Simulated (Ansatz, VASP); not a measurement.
## Two plane-wave programs on AlN

```
CELL_PARAMETERS angstrom
3.43770 0.00000 0.00000
-1.71885 2.97714 0.00000
0.00000 0.00000 4.31320
ATOMIC_POSITIONS crystal
Al 0.33333 0.66667 0.75000
Al 0.66667 0.33333 0.25000
N 0.33333 0.66667 0.25000
N 0.66667 0.33333 0.75000
```

Alike in both runs: task single point; functional PBE; k mesh 9 × 9 × 6; occupations gaussian, width 0.05 eV; no spin polarisation.

|  | VASP | Ansatz |
| --- | --- | --- |
| version | VASP 6.6.1 | Ansatz 0.2.0 |
| potentials or method | VASP PAW PBE potentials, release 64 (Al, N) | scalar-relativistic, plane waves, PAW |
| plane-wave cutoff (eV) | 520 | 520 |
| valence electrons in the cell | 16 | 16 |

|  | VASP | Ansatz | Ansatz less VASP |
| --- | --- | --- | --- |
| gap on the k mesh at the Fermi level (eV) | 2.51 | 2.51 | -0.005 |
| least direct gap on the mesh (eV) | 2.51 | 2.51 | -0.005 |
| pressure (GPa) | -17.7 | -17.5 | +0.12 |
| largest component of the traceless stress (GPa) | 2.78 | 2.70 | -0.077 |

Caveats: so large a pressure means that the cell lies far from this level's equilibrium, or that cutoff or potentials fall short (VASP). PBE gaps usually lie below the measured ones, often by a third to a half.
